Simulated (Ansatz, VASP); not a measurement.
Ca in VASP and in Ansatz

File INCAR:

```
ALGO = Fast
EDIFF = 1E-7
ENCUT = 520
GGA = PE
ISIF = 2
ISMEAR = 0
LASPH = True
LCHARG = False
LREAL = False
LWAVE = False
NBANDS = 11
NELM = 80
PREC = Accurate
SIGMA = 0.1
```

The input KPOINTS:

```
k-points
0
Gamma
  6 6 6
```

The input POSCAR:

```
Ca
1.0
    0.0000000000      2.7942000000      2.7942000000
    2.7942000000      0.0000000000      2.7942000000
    2.7942000000      2.7942000000      0.0000000000
Ca
1
Direct
    0.0000000000      0.0000000000      0.0000000000
```

Input for Ansatz:

```yaml
crystal:
  lattice:
    - [0.0, 2.7942, 2.7942]
    - [2.7942, 0.0, 2.7942]
    - [2.7942, 2.7942, 0.0]
  atoms:
    - { symbol: Ca, position: [0.0, 0.0, 0.0] }
basis:
  ecutwfc: 420
kpoints:
  mp_grid: { grid: [6, 6, 6] }
hamiltonian:
  xc: pbe
scf:
  occupations: { method: gaussian, width: 0.1 }
output:
  forces: true
  stress: true
  eigenvalues: true
```

Alike in both runs: task single point; functional PBE; k mesh 6 × 6 × 6; occupations gaussian, width 0.1 eV; no spin polarisation.

|  | VASP | Ansatz |
| --- | --- | --- |
| version | VASP 6.6.1 | Ansatz 0.2.0 |
| potentials or method | VASP PAW PBE potentials, release 64 (Ca_sv) | scalar-relativistic, plane waves, PAW |
| plane-wave cutoff (eV) | 520 | 420 |
| valence electrons in the cell | 10 | 10 |

```tsv
	VASP	Ansatz	Ansatz less VASP
gap on the k mesh at the Fermi level (eV)	none	none	-
pressure (GPa)	-0.6	-0.6	-0.01
```

A gap of «none» marks a metal or a gap that the smearing closes.
